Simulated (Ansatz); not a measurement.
All numbers below come from DFT PBE, scalar-relativistic, plane waves, PAW in Ansatz 0.2.0. Settings: cutoff 420 eV, Γ-centred meshes spaced at most about 0.3 Å⁻¹ (2π included), Gaussian smearing. No spin polarisation.

These are static total energies at zero pressure.

Two relaxed structures of AlH7:

1.

```yaml
crystal:
  lattice:
    - [3.39298, 0.00000, 0.00000]
    - [0.00000, 3.39298, 0.00000]
    - [0.00000, 0.00000, 8.44112]
  atoms:
    - { symbol: Al, position: [0.50000, 0.50000, 0.21154] }
    - { symbol: H, position: [0.10951, 0.50000, 0.72775] }
    - { symbol: H, position: [0.89049, 0.50000, 0.72775] }
    - { symbol: H, position: [0.50000, 0.10951, 0.72775] }
    - { symbol: H, position: [0.50000, 0.89049, 0.72775] }
    - { symbol: H, position: [0.50000, 0.00000, 0.14650] }
    - { symbol: H, position: [0.00000, 0.50000, 0.14650] }
    - { symbol: H, position: [0.50000, 0.50000, 0.39901] }
```

2.

```yaml
crystal:
  lattice:
    - [2.60879, 0.00000, 0.00000]
    - [0.00000, 5.74673, 3.85863]
    - [0.00000, -5.74673, 3.85863]
  atoms:
    - { symbol: Al, position: [0.50000, 0.44299, 0.44299] }
    - { symbol: H, position: [0.64355, 0.14934, 0.85045] }
    - { symbol: H, position: [0.35645, 0.85045, 0.14934] }
    - { symbol: H, position: [0.64355, 0.85045, 0.14934] }
    - { symbol: H, position: [0.35645, 0.14934, 0.85045] }
    - { symbol: H, position: [0.00000, 0.28681, 0.48442] }
    - { symbol: H, position: [0.00000, 0.48442, 0.28681] }
    - { symbol: H, position: [0.50000, 0.64786, 0.64786] }
```

Question: Which would you expect to be lower, and how large is the difference?

Answer: They are level within the accuracy (1 meV/atom apart, with cell 1 the lower in these runs). Cell 1 has space group P4mm (No. 99), 12.1 Å³/atom and a gap of 1.54 eV on its mesh; cell 2 has space group Amm2 (No. 38), 14.5 Å³/atom and a gap of 3.14 eV. Cell 1 and cell 2 both hold H–H pairs as short as in free H₂ molecules. Even the lower one lies +0.10 eV/atom against the reference forms of the elements (uncorrected), a margin that errors in the energy of the gaseous reference can exceed. In cell 1, around Al lie 1 H at 1.58 Å and 4 H at 1.78 Å; around H on a site of symmetry m lies 1 H at 0.74 Å; H on a site of symmetry 2mm is surrounded by 2 Al at 1.78 Å; 1 more site not described. In cell 2, around Al lie 1 H at 1.58 Å and 4 H at 1.79 Å; H on a site of symmetry 1 has 1 H at 0.75 Å; around H on a site of symmetry m lie 2 Al at 1.79 Å; 1 more site not described. Both come from invented guesses. The lowest form computed isn't among them: it has space group P1 (No. 1), 16.4 Å³/atom and lies 23 meV/atom below the best shown.

No dispersion correction is applied, so the spacing and binding between layers, chains or molecules are poorly described (P4mm, Amm2), and this can change margins and order among such cells. Kohn–Sham gaps at this level usually fall short of measured ones. With hydrogen, zero-point motion can shift such differences by 10 meV/atom or more. Cells relaxed within their symmetry can be saddle points. Some structure types and database cells were kept out of the candidates from the start, so a known form may be missing.
